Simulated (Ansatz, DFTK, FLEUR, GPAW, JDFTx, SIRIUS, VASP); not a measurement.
## C: 7 runs at one level of theory

```
C
1.0
     0.00000    1.78337    1.78337
     1.78337    0.00000    1.78337
     1.78337    1.78337    0.00000
C
2
Direct
  0.74778 0.75306 0.75416
  0.48928 0.49860 0.49360
```

This isn't the form of C at room conditions, which is graphite.

Atoms were shifted at random by some hundredths of an Å from the given cell, which wasn't relaxed again for these runs.

Alike in all runs: task single point; functional PBEsol; k mesh 13 × 13 × 13; occupations fermi-dirac, width 0.05 eV; no spin polarisation; no spin-orbit coupling. Pressure is positive in compression and, in plane waves, holds the error of the finite cutoff.

```csv
program and potentials,plane-wave cutoff (eV),notes,pressure (GPa),largest force (eV/Å),energy over the undisturbed cell (meV/atom)
"VASP, PBE PAW files C, 520 eV",520,potentials made for PBE,-2.98,1.662,-
"SIRIUS, PseudoDojo 0.4.1 PBEsol standard (scalar relativistic)",1127,-,-2.44,1.663,21.04
"GPAW, PAW data sets generated for this functional",800,-,-4.38,1.654,20.93
"Ansatz, all-electron LAPW, scalar-relativistic",-,-,-4.00,1.653,-
"DFTK, PseudoDojo SR PBEsol 0.4.1 standard (PBEsol)",1116,-,-2.47,1.663,21.04
"FLEUR, all-electron, FLAPW",-,-,-,1.654,20.92
"JDFTx, PseudoDojo-SR-PBEsol-0.4.1-standard with smoothed tails",1116,-,-2.47,1.663,21.04
```

Force on atom 1 (C), eV/Å:

| program and potentials | x | y | z |
| --- | --- | --- | --- |
| VASP, PBE PAW files C, 520 eV | -0.898 | -1.183 | -0.746 |
| SIRIUS, PseudoDojo 0.4.1 PBEsol standard (scalar relativistic) | -0.898 | -1.184 | -0.747 |
| GPAW, PAW data sets generated for this functional | -0.894 | -1.177 | -0.743 |
| Ansatz, all-electron LAPW, scalar-relativistic | -0.893 | -1.177 | -0.742 |
| DFTK, PseudoDojo SR PBEsol 0.4.1 standard (PBEsol) | -0.898 | -1.184 | -0.747 |
| FLEUR, all-electron, FLAPW | -0.893 | -1.177 | -0.743 |
| JDFTx, PseudoDojo-SR-PBEsol-0.4.1-standard with smoothed tails | -0.898 | -1.184 | -0.747 |

The pressure spans -4.38 (GPAW, PAW data sets generated for this functional) to -2.44 GPa (SIRIUS, PseudoDojo 0.4.1 PBEsol standard (scalar relativistic)), with all-electron results at -4.00.

The functional is the same throughout but for its coding, so the spread measures potentials, basis and numerics; runs on potential files found faulty are left out.

The forces oppose the relative shift of the two carbon sublattices, as expected for diamond's zone-centre optical motion. Their size for so small a shift reflects the short, directional sp³ bonds, which resist both stretching and bending. Every reported pressure is negative, so the cell is probably somewhat larger than its PBEsol equilibrium. Because diamond is so stiff, even the full spread in pressure corresponds to only a small change in lattice constant.

The three PseudoDojo runs agree closely in force, energy and pressure, which points to the shared potentials rather than the programs as the main source of their offset from the all-electron results. GPAW follows the all-electron forces closely, yet its pressure of -4.38 GPa lies on the other side of the all-electron -4.00 GPa. Good forces therefore don't guarantee an equally good stress, which also depends on how the energy responds to volume. Because the harmonic force in diamond must lie exactly along the relative shift, the slight misalignment of the computed force allows the leading anharmonic part to be estimated even from this single geometry.
